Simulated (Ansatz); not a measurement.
Structure: PtAs2 (started from an entry of an open crystallographic database), at its r2SCAN minimum. The symmetry is Pa-3 (No. 205, cubic); a = 6.009 Å in the conventional setting, 18.08 Å³ an atom. Around As lie 1 As at 2.41 Å and 3 Pt at 2.51 Å; around Pt lie 6 As at 2.51 Å.

```
As Pt
1.0
     6.00938    0.00000    0.00000
     0.00000    6.00938    0.00000
     0.00000    0.00000    6.00938
As Pt
8 4
Direct
  0.38405 0.38405 0.38405
  0.11595 0.61595 0.88405
  0.88405 0.11595 0.61595
  0.61595 0.88405 0.11595
  0.61595 0.61595 0.61595
  0.88405 0.38405 0.11595
  0.11595 0.88405 0.38405
  0.38405 0.11595 0.88405
  0.00000 0.00000 0.00000
  0.50000 0.00000 0.50000
  0.50000 0.50000 0.00000
  0.00000 0.50000 0.50000
```

The questions ask for values computed with the PAW code Ansatz on this geometry. (Simulation; spin polarisation is off.)

Given (4×4×4 mesh): With LDA the valence top lies at k = (0, 0.359, 0.380) and the conduction bottom at R, 0.09 eV higher; the smallest vertical gap, at R, is 0.86 eV.

(1) How does the gap change from LDA to PBE0 (4×4×4)?

(2) What does r2SCAN0 give for the gap (4×4×4 mesh)?

(3) Order these levels by the gap that they give, smallest first.
A. LDA
B. DDH-PBE0
C. r2SCAN0
D. PBE0
E. r2SCAN
F. HSE06

Answers

(1) With PBE0 the valence top lies at k = (0, 0.359, 0.380) and the conduction bottom at R, 1.13 eV higher; the smallest vertical gap, at R, is 2.01 eV. The gap differs by +1.04 eV from LDA's.

(2) With r2SCAN0 the valence top lies at k = (0, 0.359, 0.380) and the conduction bottom at R, 1.24 eV higher; the smallest vertical gap, at R, is 2.12 eV. The gap differs by +1.15 eV from LDA's.

(3) A (0.09 eV), B (0.28 eV), E (0.36 eV), F (0.61 eV), D (1.13 eV), C (1.24 eV).

No spin-orbit coupling is included; it can move band edges with weight on the heavy atoms by tenths of an eV.

Where an edge lies off the special points, it is a point of the mesh or the k point where a search put PBE's edge or least direct gap, reused for the other functionals, whose own edges may lie a little apart.

Coordinates of k points refer to the reciprocal vectors of the primitive cell of the runs.

The meshes of the hybrids are coarse, so their gaps aren't converged to the digits shown.

PBE's own run along the path (0.18 eV) came before the search for the edges and missed one, so it isn't listed.
